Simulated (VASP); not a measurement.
Wanted: an ASE script for a VASP 6.6.1 run.

| Item | Value |
| --- | --- |
| Task | single point |
| Functional | PBEsol |
| Potentials or basis | VASP PAW PBE potentials, release 64 (Br, K_sv) |
| Cutoff | 520 eV |
| k mesh | 7 × 7 × 7 |
| Occupations | gaussian, width 0.1 eV |
| Spin | no spin polarisation |
| Further INCAR settings | ALGO = Normal; EDIFF = 1.00e-06; NBANDS = 15 |

The structure of KBr lies in KBr.xyz:

```xyz
2
Lattice="4.0434990000 0.0000000000 0.0000000000 0.0000000000 4.0434990000 0.0000000000 0.0000000000 0.0000000000 4.0434990000" Properties=species:S:1:pos:R:3 pbc="T T T"
Br     2.0217495000      2.0217495000      2.0217495000
K      0.0000000000      0.0000000000      0.0000000000
```

Measurements of this composition are mostly on another form, of space group No. 225.

One way to write it, as run:

run.py

```python
from ase.calculators.vasp import Vasp
from ase.dft.bandgap import bandgap
from ase.io import read

atoms = read('KBr.xyz')
calc = Vasp(
    directory='calc',
    xc='pbesol',
    pp='PBE',
    setups='materialsproject',
    prec='Accurate',
    encut=520,
    ediff=1e-06,
    ismear=0,
    sigma=0.1,
    lreal=False,
    lasph=True,
    nelm=60,
    algo='Normal',
    isif=2,
    lwave=False,
    lcharg=False,
    kpts=[7, 7, 7],
    gamma=True,
    nbands=15,
)
atoms.calc = calc

print('energy (eV):', atoms.get_potential_energy())
print('free energy (eV):', atoms.get_potential_energy(force_consistent=True))
print('forces (eV/A):')
print(atoms.get_forces())
print('stress (eV/A^3, Voigt):', atoms.get_stress())
print('Fermi level (eV):', calc.get_fermi_level())
gap, top, bottom = bandgap(calc)
print('band gap (eV):', gap, 'from (spin, k, band)', top, 'to', bottom)
```

Potentials or basis: VASP PAW PBE potentials, release 64 (Br, K_sv).

Launch:

```bash
$ python run.py
```

Results of the run:

| Quantity | Value |
| --- | --- |
| Pressure | -1.2 GPa |
| Band gap on the k mesh | 3.73 eV, indirect (least direct gap 3.97 eV) |

Caveat: the PAW data sets were made with another functional, which shifts forces and pressure a little; an odd mesh through Γ misses points on the zone boundary, where band edges often lie.

It took 24 s on 1 thread of Intel(R) Xeon(R) Platinum 8559C (Emerald Rapids), on a shared host, peak memory 0.16 GiB.
